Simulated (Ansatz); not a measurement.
Structure: antifluorite Li2Se, at its r2SCAN minimum. The symmetry is Fm-3m (No. 225, cubic); conventional cell a = 5.987 Å, 17.88 Å³ an atom. Se has 8 Li at 2.59 Å; Li has 4 Se at 2.59 Å.

```cif
data_structure
_symmetry_space_group_name_H-M 'Fm-3m'
_symmetry_Int_Tables_number 225
_cell_length_a 5.9870
_cell_length_b 5.9870
_cell_length_c 5.9870
_cell_angle_alpha 90.000
_cell_angle_beta 90.000
_cell_angle_gamma 90.000
_cell_volume 214.60
loop_
_atom_site_label
_atom_site_type_symbol
_atom_site_symmetry_multiplicity
_atom_site_Wyckoff_symbol
_atom_site_fract_x
_atom_site_fract_y
_atom_site_fract_z
_atom_site_occupancy
Se1 Se 4 a 0.00000 0.00000 0.00000 1
Li1 Li 8 c 0.25000 0.75000 0.75000 1
```

The questions ask for values computed with Ansatz on this geometry. Calculated for a static, non-magnetic cell.

Q: Is there a gap with PBE, and of what kind?

A: PBE gives an indirect gap of 2.97 eV, from Γ to X; the least direct gap is 3.42 eV at Γ.

Q: Estimate the gap with PBE+SOC on 8×8×8.

A: PBE+SOC gives an indirect gap of 2.85 eV, from Γ to X; the least direct gap is 3.29 eV at Γ. The gap differs by -0.12 eV from PBE's.

Q: How does the gap change from PBE to r2SCAN (8×8×8)?

A: r2SCAN gives an indirect gap of 3.48 eV, from Γ to X; the least direct gap is 4.10 eV at Γ. The gap differs by +0.51 eV from PBE's.

Q: Estimate the gap with HSE06 on 6×6×6.

A: The HSE06 gap is indirect, 3.82 eV (Γ to X), below the direct gap of 4.38 eV at Γ. The gap differs by +0.85 eV from PBE's.

Q: How does the gap change from PBE to PBE0 (6×6×6)?

A: PBE0 gives an indirect gap of 4.48 eV, from Γ to X; the least direct gap is 5.04 eV at Γ. The gap differs by +1.51 eV from PBE's.

Q: What does G0W0@PBE with 160 empty bands, a screening cutoff of 120 eV and a 4×4×4 mesh give?

A: 4.38 eV (the shift on the mesh added to PBE's least gap). Over the mesh points the PBE gap of 2.97 eV becomes a quasiparticle gap of 4.38 eV (Γ to X), a change of +1.41 eV. Renormalisation factors Z lie between 0.76 and 0.81. The G0W0 figures hold for the stated bands, cutoff and mesh and aren't extrapolated.

Q: Roughly how does the cost of the PBE+SOC run (8×8×8) compare with r2SCAN's (8×8×8)?

A: About 2.1 times as much (19 core-seconds against 9 core-seconds, on 2 threads of Arm Neoverse N1 (shared host)).

Q: How strongly does the crystal screen a field with clamped ions (r2SCAN)?

A: The clamped-ion dielectric constant comes out as 4.00 in all directions. Born charges, averaged over directions: Se -1.92, Li +0.96 e.

Only the levels marked +SOC include spin-orbit coupling.

The meshes of the hybrids are coarse, so their gaps aren't converged to the digits shown.
